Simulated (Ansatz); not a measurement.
Runs of Ansatz 0.2.0 on PbSe (Clausthalite). The structure is cubic, space group Fm-3m (No. 225). Conventional cell: a = 6.121 Å, b = 6.121 Å, c = 6.121 Å, α = 90.00°, β = 90.00°, γ = 90.00°. Pb (site symmetry m-3m) has 6 Se at 3.06 Å as nearest neighbours. Se (site symmetry m-3m) is surrounded by 6 Pb at 3.06 Å. 

```tsv
task	level	cell	k mesh	points for each segment of the path	atoms under strain	q mesh	mesh quality	gap on the mesh (eV)	pressure (GPa)	relaxed volume (Å³/atom)
band structure	HSEsol	as given	4 × 4 × 4	4	-	-	coarse	0.61	-0.6	-
relaxation of cell and atoms	B3LYP	relaxed	4 × 4 × 4	-	-	-	coarse	1.47	0.0	31.16
elastic constants	PBE	as given	6 × 6 × 6	-	relaxed	-	not flagged	(b)	(a)	-
phonons	LDA	as given	6 × 6 × 6	8	-	2 × 2 × 2	not flagged	0.19	-	-
relaxation of cell and atoms	HSE03	relaxed	4 × 4 × 4	-	-	-	coarse	(c)	0.0	29.47
```

Alike in all rows: potentials or basis Ansatz PAW; no spin polarisation; cutoff (eV) 420; smearing fermi-dirac 0.05 eV.

Problem. Fill in the values left out.

Solution. (a) 2.4; (b) 0.29; (c) 0.67.

Caveats: some runs use coarse meshes; spin-orbit coupling is left out, which as a rule narrows the gap of such compounds by several tenths of an eV; the PAW data sets come from PBE, with cores solved anew for the run's functional, which leaves a small shift of forces and pressure (some runs); the plane-wave basis is chosen anew once the cell has moved, so the energies of steps on either side of that aren't comparable (some runs); the thresholds are loose for stress (some runs); some modes are imaginary (some runs); the gap is small at this level, which inflates the dielectric constant (some runs).

A k mesh can miss the band edges, and the runs leave out spin-orbit coupling on Pb, Se.
